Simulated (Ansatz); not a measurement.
# Si2Mo: the cost of one run

Program: Ansatz 0.2.0. Level of theory: DFT PBE, scalar-relativistic, plane waves, PAW. These are calculated values, not measurements.

3 further runs of the same task are left out: 3 set aside as unsound or not needed.

## Step 1: The starting structure

It takes space group I4/mmm (No. 139, tetragonal). Conventional cell: a = 3.217 Å, b = 3.217 Å, c = 7.873 Å, α = 90.00°, β = 90.00°, γ = 90.00°. Si (site symmetry 4mm) is surrounded by 5 Si at 2.60 to 2.64 Å and 5 Mo at 2.62 to 2.64 Å. Mo (site symmetry 4/mmm) is surrounded by 10 Si at 2.62 to 2.64 Å.

Coordinates:

```
Si Mo
1.0
    -1.60842    1.60842    3.93651
     1.60842   -1.60842    3.93651
     1.60842    1.60842   -3.93651
Si Mo
2 1
Direct
  0.33510 0.33510 0.00000
  0.66490 0.66490 0.00000
  0.00000 0.00000 0.00000
```

It is the result of an earlier relaxation at this level (volume 13.58 Å³/atom; gap on the mesh: none (metal)).

## Step 2: The undisturbed cell

The input, input.yaml:

```yaml
crystal:
  lattice:
    - [-1.6084236815, 1.6084236815, 3.9365100056]
    - [1.6084236815, -1.6084236815, 3.9365100056]
    - [1.6084236815, 1.6084236815, -3.9365100056]
  atoms:
    - { symbol: Si, position: [0.3350991396, 0.3350991396, 0.0] }
    - { symbol: Si, position: [0.6649008604, 0.6649008604, 0.0] }
    - { symbol: Mo, position: [0.0, 0.0, 0.0] }
basis:
  ecutwfc: 420
kpoints:
  mp_grid: { grid: [20, 20, 20] }
hamiltonian:
  xc: pbe
scf:
  occupations: { method: gaussian, width: 0.15 }
output:
  forces: true
  stress: true
  eigenvalues: true
```

Command:

```
$ ansatz run input.yaml --threads 1 --pin off --max-ram 2560MiB --backend cpu --events-out ev --progress --plain --runs-dir out
```

What time and memory should one allow on 1 thread of Arm Neoverse V2, shared host?

About 17 s, with a peak of 0.59 GiB.
